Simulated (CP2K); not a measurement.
CsBr under changes of volume

One of the cells (40.468 Å³/atom); the others are scaled copies at fixed shape and fractional positions:

```
Cs Br
1.0
     4.32562    0.00000    0.00000
     0.00000    4.32562    0.00000
     0.00000    0.00000    4.32562
Cs Br
1 1
Direct
  0.00000 0.00000 0.00000
  0.50000 0.50000 0.50000
```

The cell comes from a database or a generator and needn't be the stable form of this composition.

| Property | Result |
| --- | --- |
| Program | CP2K 2026.2 |
| Functional | PBE |
| Potentials or basis | POTENTIAL_UZH Cs GTH-PBE-q9, Br GTH-PBE-q7; TZVP-MOLOPT-PBE-GTH basis |
| Density cutoff | 6123 eV |
| k mesh | 6 × 6 × 6 |
| Occupations | fermi-dirac, width 0.05 eV |
| Spin | no spin polarisation |

| volume (Å³/atom) | energy over the lowest point (meV/atom) | pressure (GPa) | gap on the mesh (eV) |
| --- | --- | --- | --- |
| 38.040 | 30.12 | 2.1 | 4.62 |
| 38.850 | 20.48 | 1.7 | 4.54 |
| 39.659 | ? | ? | ? |
| 40.468 | 7.37 | 0.9 | 4.37 |
| 41.278 | 3.46 | 0.6 | 4.30 |
| 42.087 | 1.05 | 0.3 | 4.22 |
| 42.896 | 0.00 | 0.1 | 4.16 |

**Question.** What does the run at 39.659 Å³/atom give?

**Answer.** Energy over the lowest point 12.98 meV/atom; pressure 1.3 GPa; gap on the mesh 4.45 eV.

Worked out: A Birch-Murnaghan fit of order 3 (a polynomial in V^(-2/3)) to the other rows has its minimum at 43.19 Å³/atom, just outside them, with B0 = V·E''(V) = 12.2 GPa and B' = 5.0. It gives 12.98 meV/atom at 39.659 Å³/atom, against the run's 12.98, and -dE/dV = 1.3 GPa, against 1.3. A straight line through the other rows of the gap, of slope -3.88 eV per unit of ln V, gives 4.46 eV, against the run's 4.45.

Energies are extrapolated to zero smearing.

Caveats: spin-orbit coupling is left out, which moves the levels of the heavy elements; the basis of atomic orbitals isn't converged, which shifts pressures, moduli and gaps.

A mesh can miss the band edges.
